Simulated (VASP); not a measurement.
# Pt (Fm-3m) in VASP: further runs, part 3 of 3

VASP 6.6.1. The steps go on from the part before.

## (4) Vibrations by finite differences, LDA

This run uses another cell than the first one, of 14.77 Å³/atom, 0.979 times its volume.

File INCAR:

```
ALGO = Normal
EDIFF = 1E-8
ENCUT = 350
GGA = CA
IBRION = 6
ISIF = 3
ISMEAR = 0
LASPH = T
LCHARG = F
LREAL = F
LWAVE = F
NBANDS = 11
NELM = 60
NFREE = 2
NSW = 1
POTIM = 0.015
PREC = Accurate
SIGMA = 0.1
```

File KPOINTS:

```
k-points
0
Gamma
  10 10 10
```

File POSCAR:

```
Pt                                      
1.0
    0.0000000000      1.9473711328      1.9473711328
    1.9473711328      0.0000000000      1.9473711328
    1.9473711328      1.9473711328      0.0000000000
  Pt            
     1
Direct
     0.0000000000000000    0.0000000000000000    0.0000000000000000
```

Potentials or basis: VASP PAW LDA potentials, release 64 (Pt).

The run is started by

```sh
> cat potpaw_LDA.64/Pt/POTCAR > POTCAR
> mpirun -np 1 vasp_std > vasp.out
```

OUTCAR:

```text
EDIFF = 1E-8
   ENCUT = 350
   GGA = CA
   IBRION = 6
   ISIF = 3
   ISMEAR = 0
   LASPH = T
   LREAL = F
   NELM = 60
   NFREE = 2
   NSW = 1
   POTIM = 0.015
   PREC = Accurate

 ion  position               nearest neighbor table
   1  0.000  0.000  0.000-

  LATTYP: Found a face centered cubic cell.
 ALAT       =     3.8947422656

  Lattice vectors:

 A1 = (   0.0000000000,   1.9473711328,   1.9473711328)
 A2 = (   1.9473711328,   0.0000000000,   1.9473711328)
 A3 = (   1.9473711328,   1.9473711328,   0.0000000000)

Analysis of symmetry for initial positions (statically):
=====================================================================
 Subroutine PRICEL returns:
 Original cell was already a primitive cell.

 Routine SETGRP: Setting up the symmetry group for a
 face centered cubic supercell.

 Subroutine GETGRP returns: Found 48 space group operations
 (whereof 48 operations were pure point group operations)
 out of a pool of 48 trial point group operations.

The static configuration has the point symmetry O_h .

Analysis of symmetry for dynamics (positions and initial velocities):
=====================================================================
 Subroutine PRICEL returns:
 Original cell was already a primitive cell.

 Routine SETGRP: Setting up the symmetry group for a
 face centered cubic supercell.

 Subroutine GETGRP returns: Found 48 space group operations
 (whereof 48 operations were pure point group operations)
 out of a pool of 48 trial point group operations.

The dynamic configuration has the point symmetry O_h .

 Subroutine INISYM returns: Found 48 space group operations
 (whereof 48 operations are pure point group operations),
 and found     1 'primitive' translations

----------------------------------------------------------------------------------------

                                     Primitive cell

  volume of cell :      14.7699

  direct lattice vectors                    reciprocal lattice vectors
     0.000000000  1.947371133  1.947371133    -0.256756399  0.256756399  0.256756399
     1.947371133  0.000000000  1.947371133     0.256756399 -0.256756399  0.256756399
     1.947371133  1.947371133  0.000000000     0.256756399  0.256756399 -0.256756399

  length of vectors
     2.753998667  2.753998667  2.753998667     0.444715129  0.444715129  0.444715129

  position of ions in fractional coordinates (direct lattice)
     0.000000000  0.000000000  0.000000000

  ion indices of the primitive-cell ions
   primitive index   ion index
                 1           1

----------------------------------------------------------------------------------------

 KPOINTS: k-points

Automatic generation of k-mesh.
[... 223 lines left out ...]

 number of electron      10.0000004 magnetization

------------------------ aborting loop because EDIFF is reached ----------------------------------------
[... 65 lines left out ...]
--------------------------------------- Ionic step       15  -------------------------------------------

 number of electron      10.0000003 magnetization

 Free energy of the ion-electron system (eV)
  ---------------------------------------------------
  ext. energy  EPLUGINS =         0.00000000
  ---------------------------------------------------
  free energy    TOTEN  =        -7.49314031 eV

  energy without entropy =       -7.48775901  energy(sigma->0) =       -7.49044966

 E-fermi :  11.5704     XC(G=0): -13.8086

 val. band max:       11.5048476115   @ k =   0.4000   0.3000   0.0000
 cond. band min:      11.5842297035   @ k =   0.5000   0.5000   0.0000
 fundamental gap:      0.0793820920
 Fermi energy:        11.5703574142

 k-point     1 :       0.0000    0.0000    0.0000
  band No.  band energies     occupation
      1       1.0670      2.00000
      2       7.6059      2.00000
      3       7.6059      2.00000
      4       7.6059      2.00000
      5       9.8721      2.00000
      6       9.8721      2.00000
      7      26.1111      0.00000
      8      31.1486      0.00000
      9      31.1486      0.00000
     10      31.1486      0.00000
     11      36.6777      0.00000
[... 309 lines left out ...]
 k-point    24 :       0.4000    0.3000    0.0000
  band No.  band energies     occupation
      1       4.7164      2.00000
      2       5.3441      2.00000
      3       8.8250      2.00000
      4      10.1891      2.00000
      5      11.5048      1.64579
      6      11.7665      0.00553
      7      23.6520      0.00000
      8      25.9725      0.00000
      9      26.5717      0.00000
     10      31.7119      0.00000
     11      33.8864      0.00000

 [... further k-points ...]

------------------------ aborting loop because EDIFF is reached ----------------------------------------

  FORCE on cell =-STRESS in cart. coord.  units (eV):
  Direction    XX          YY          ZZ          XY          YZ          ZX
  --------------------------------------------------------------------------------------
  -------------------------------------------------------------------------------------
  Total       -0.0000107     -0.0000107     -0.0000107      0.0000000      0.0000000      0.0000000
  in kB       -0.0011562     -0.0011562     -0.0011562      0.0000000      0.0000000      0.0000000
  external PRESSURE =      -0.0011562 kB  Pullay stress =       0.0000000 kB
[... 16 lines left out ...]
  FREE ENERGIE OF THE ION-ELECTRON SYSTEM (eV)
  ---------------------------------------------------
  free  energy   TOTEN  =        -7.4931403149 eV

  energy  without entropy=       -7.4877590106  energy(sigma->0) =       -7.49044966

 INTERNAL STRAIN TENSORS FROM STRAINED CELLS
 ============================================

 INTERNAL STRAIN TENSOR FOR ION    1 for displacements in x,y,z  (eV/Angst):
          X           Y           Z          XY          YZ          ZX
  --------------------------------------------------------------------------------
  x    -0.00000     0.00000     0.00000     0.00000     0.00000     0.00000
  y     0.00000     0.00000     0.00000    -0.00000    -0.00000     0.00000
  z     0.00000    -0.00000     0.00000     0.00000    -0.00000     0.00000

 INTERNAL STRAIN TENSORS FROM DISPLACED ATOMS
 ============================================

 INTERNAL STRAIN TENSOR FOR ION    1 for displacements in x,y,z  (eV/Angst):
          X           Y           Z          XY          YZ          ZX
  --------------------------------------------------------------------------------
  x     0.00000     0.00000     0.00000     0.00000     0.00000     0.00000
  y     0.00000     0.00000     0.00000     0.00000     0.00000     0.00000
  z     0.00000     0.00000     0.00000     0.00000     0.00000     0.00000

 Eigenvectors and eigenvalues of the dynamical matrix
 ----------------------------------------------------

   1 f  =    0.000000 THz     0.000000 2PiTHz    0.000000 cm-1     0.000000 meV
             X         Y         Z           dx          dy          dz
      0.000000  0.000000  0.000000     1.000000    0.000000    0.000000

   2 f  =    0.000000 THz     0.000000 2PiTHz    0.000000 cm-1     0.000000 meV
             X         Y         Z           dx          dy          dz
      0.000000  0.000000  0.000000     0.000000    1.000000    0.000000

   3 f  =    0.000000 THz     0.000000 2PiTHz    0.000000 cm-1     0.000000 meV
             X         Y         Z           dx          dy          dz
      0.000000  0.000000  0.000000     0.000000    0.000000    1.000000

--------------------------------------------------------------------------------------------------------

 ELASTIC MODULI CONTR FROM IONIC RELAXATION (kBar)
 Direction    XX          YY          ZZ          XY          YZ          ZX
 --------------------------------------------------------------------------------
 XX           0.0000      0.0000      0.0000      0.0000      0.0000      0.0000
 YY           0.0000      0.0000      0.0000      0.0000      0.0000      0.0000
 ZZ           0.0000      0.0000      0.0000      0.0000      0.0000      0.0000
 XY           0.0000      0.0000      0.0000      0.0000      0.0000      0.0000
 YZ           0.0000      0.0000      0.0000      0.0000      0.0000      0.0000
 ZX           0.0000      0.0000      0.0000      0.0000      0.0000      0.0000
 --------------------------------------------------------------------------------

 TOTAL ELASTIC MODULI (kBar)
 Direction    XX          YY          ZZ          XY          YZ          ZX
 --------------------------------------------------------------------------------
 XX        4046.9872   2674.7690   2674.7690      0.0000     -0.0000      0.0000
 YY        2674.7690   4046.9872   2674.7690     -0.0000     -0.0000      0.0000
 ZZ        2674.7690   2674.7690   4046.9872     -0.0000     -0.0000     -0.0000
 XY           0.0000     -0.0000     -0.0000   1019.9899     -0.0000      0.0000
 YZ          -0.0000     -0.0000     -0.0000     -0.0000   1019.9899      0.0000
 ZX           0.0000      0.0000     -0.0000      0.0000      0.0000   1019.9899
 --------------------------------------------------------------------------------
```

stdout:

```text
POSCAR found type information on POSCAR Pt
 POSCAR found :  1 types and       1 ions
 scaLAPACK will be used
 LDA part: xc-table for (Slater(with rela. corr.)+CA(PZ))
 , standard interpolation
 POSCAR, INCAR and KPOINTS ok, starting setup
 FFT: planning ... GRIDC
 FFT: planning ... GRID_SOFT
 FFT: planning ... GRID
 WAVECAR not read
 entering main loop
 Found     1 degrees of freedom:
 Adding 6 more for cell shape distortion
 Finite differences POTIM= 0.01500 DOF=   7
 bond charge predicted
 Finite differences progress:
 bond charge predicted
 Finite differences progress:
 bond charge predicted
 Finite differences progress:
 bond charge predicted
 Finite differences progress:
 bond charge predicted
 Finite differences progress:
 bond charge predicted
 Finite differences progress:
 bond charge predicted
 Finite differences progress:
 bond charge predicted
 Finite differences progress:
 bond charge predicted
 Finite differences progress:
 bond charge predicted
 Finite differences progress:
 bond charge predicted
 Finite differences progress:
 bond charge predicted
 Finite differences progress:
 bond charge predicted
 Finite differences progress:
 bond charge predicted
 Finite differences progress:
```

It took 2.9 min on 1 thread of Intel Xeon Platinum 8259CL at 2.50GHz (Skylake/Cascade Lake), shared host; peak memory 0.16 GiB.

What came out:

| Property | Result |
| --- | --- |
| Elastic constants C11, C12, C44 | 405, 267, 102 GPa |
| Voigt bulk modulus | 313 GPa |

Elastic tensor in Voigt notation (GPa, in the Cartesian axes of the cell as first typed):
```
405 267 267   0   0   0
267 405 267   0   0   0
267 267 405   0   0   0
  0   0   0 102   0   0
  0   0   0   0 102   0
  0   0   0   0   0 102
```

Clamped-ion elastic tensor (GPa):
```
405 267 267   0   0   0
267 405 267   0   0   0
267 267 405   0   0   0
  0   0   0 102   0   0
  0   0   0   0 102   0
  0   0   0   0   0 102
```

Caveat: elastic constants of metals need much finer meshes, so these are rough. Spin-orbit coupling is left out, which matters for the levels of Pt.
